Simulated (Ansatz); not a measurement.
**CsSnBr3 in Ansatz: the effect of functional**

Crystal: CsSnBr3.

```xyz
5
Lattice="5.8390 0.0000 0.0000 0.0000 5.8390 0.0000 0.0000 0.0000 5.8390" Properties=species:S:1:pos:R:3 pbc="T T T"
Cs    0.0000    0.0000    0.0000
Sn    2.9195    2.9195    2.9195
Br    0.0000    2.9195    2.9195
Br    2.9195    2.9195    0.0000
Br    2.9195    0.0000    2.9195
```

The cell is a database's computed one.

Alike in all runs:

| Property | Result |
| --- | --- |
| Program | Ansatz 0.2.0 |
| Task | band structure |
| Potentials or basis | all-electron LAPW, scalar-relativistic |
| Cutoff | 185 eV (chosen from the basis error) |
| Basis error allowed | 0.002 eV/atom |
| k mesh | 5 × 5 × 5 |
| Occupations | fermi-dirac, width 0.05 eV |
| Spin | no spin polarisation |

Task: One run gave: pressure 0.5 GPa. Which functional did it use?
A. LDA
B. PBEsol
C. PBE

Result: C.

```csv
functional,pressure (GPa)
PBE,0.5
LDA,-2.0
PBEsol,-0.9
```
